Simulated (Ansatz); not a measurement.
**How far is this Ga2As from the hull?**

Computed with DFT PBE, scalar-relativistic, plane waves, PAW in Ansatz. All cells share a 420 eV cutoff and Γ-centred k meshes spaced at most about 0.3 Å⁻¹ (about 0.25 or finer for metals, 2π included). No spin polarisation.

The zero of energy is the elements' standard structures at the same level; no fitted shifts are applied.

These are static total energies at zero pressure. The reference form of As is held partly by dispersion forces, which this level lacks.

The competitors are the elements and 1 reference phase of this chemical system (from databases or known types: GaAs), relaxed at the same level; other known phases may be missing.

The candidate was reached from: SrIr2 type (Fd-3m).

```
Ga As
1.0
     0.00000    3.89979    3.89979
     3.89979    0.00000    3.89979
     3.89979    3.89979    0.00000
Ga As
4 2
Direct
  0.62500 0.62500 0.62500
  0.12500 0.62500 0.62500
  0.62500 0.62500 0.12500
  0.62500 0.12500 0.62500
  0.00000 0.00000 0.00000
  0.25000 0.25000 0.25000
```

Question: Is it stable, and against what?

Answer: Not stable. Its formation energy is 0.297 eV/atom. The lowest competing mixture at this composition is this:

```json
{"phase": "Ga", "space group": "-", "source": "element", "share of atoms": "0.3333", "ΔE_f (eV/atom)": "-0.0013"}
{"phase": "GaAs", "space group": "F-43m (No. 216)", "source": "COD", "share of atoms": "0.6667", "ΔE_f (eV/atom)": "-0.352"}
```

The lowest database cell of Ga (-0.0013) lies slightly below the reference, hence the non-zero entry.

The mixture lies at -0.235 eV/atom, and the candidate lies 0.53 eV/atom above it. The candidate matches no cell in the subsets of the Crystallography Open Database and the Materials Project at hand. The margin is far too high for a likely synthesis. It has the cubic Laves (C15) type.
